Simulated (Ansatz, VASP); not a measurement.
# Mg in VASP and in Ansatz

The input INCAR:

```
PREC = Accurate
ENCUT = 600
EDIFF = 1E-6
ISMEAR = -1
SIGMA = 0.05
LREAL = False
LASPH = True
NELM = 80
ALGO = Normal
ISIF = 3
LWAVE = False
LCHARG = False
GGA = RP
IBRION = 2
NSW = 60
EDIFFG = -0.01
```

Contents of KPOINTS:

```
Automatic mesh
0
Gamma
  11 11 11
```

File POSCAR:

```
Mg
1.0
   -1.8359916300      1.8359916300      1.6794040200
    1.8359916300     -1.8359916300      1.6794040200
    1.8359916300      1.8359916300     -1.6794040200
Mg
1
Direct
    0.0000000000      0.0000000000      0.0000000000
```

Contents of input.yaml:

```yaml
crystal:
  lattice:
    - [-1.83599163, 1.83599163, 1.67940402]
    - [1.83599163, -1.83599163, 1.67940402]
    - [1.83599163, 1.83599163, -1.67940402]
  atoms:
    - { symbol: Mg, position: [0.0, 0.0, 0.0] }
hamiltonian:
  xc: rpbe
  pseudopotentials: { kind: paw }
kpoints:
  mp_grid: { grid: [11, 11, 11] }
scf:
  occupations: { method: fermi_dirac, width: 0.05 }
output:
  forces: true
  stress: true
  eigenvalues: true
relax:
  f_tol: 0.01
  max_steps: 40
  cell: { stress_tol: 0.05 }
```

This isn't the form of Mg at room conditions, which is hcp.

Alike in both runs: task relaxation of cell and atoms; functional RPBE; k mesh 11 × 11 × 11; occupations fermi-dirac, width 0.05 eV; no spin polarisation.

|  | VASP | Ansatz |
| --- | --- | --- |
| version | VASP 6.6.1 | Ansatz 0.2.0 |
| potentials or method | VASP PAW PBE potentials, release 64 (Mg) | Ansatz PAW |
| plane-wave cutoff (eV) | 600 | 420 |
| valence electrons in the cell | 2 | 10 |

VASP gave:

```
gap on the k mesh at the Fermi level, each at its own relaxed structure (eV) : none
relaxed volume (Å³/atom)                                                     : 23.46
relaxed cell length with the largest relative difference (Å)                 : 3.124
energy change over the relaxation (meV/atom)                                 : -7
```

**Question.** Estimate Ansatz's values.

**Answer.** gap on the k mesh at the Fermi level, each at its own relaxed structure (eV): none; relaxed volume (Å³/atom): 23.60; relaxed cell length with the largest relative difference (Å): 3.130; energy change over the relaxation (meV/atom): -9.

A gap of «none» marks a metal or a gap that the smearing closes. The two sets of potentials don't hold the same shells in valence.

Caveats: the PAW data sets were made with another functional, which shifts forces and pressure a little (VASP); the plane-wave basis is chosen anew once the cell has moved, so the energies of steps on either side of that aren't comparable (Ansatz); the PAW data sets come from PBE, with cores solved anew for the run's functional, which leaves a small shift of forces and pressure (Ansatz).
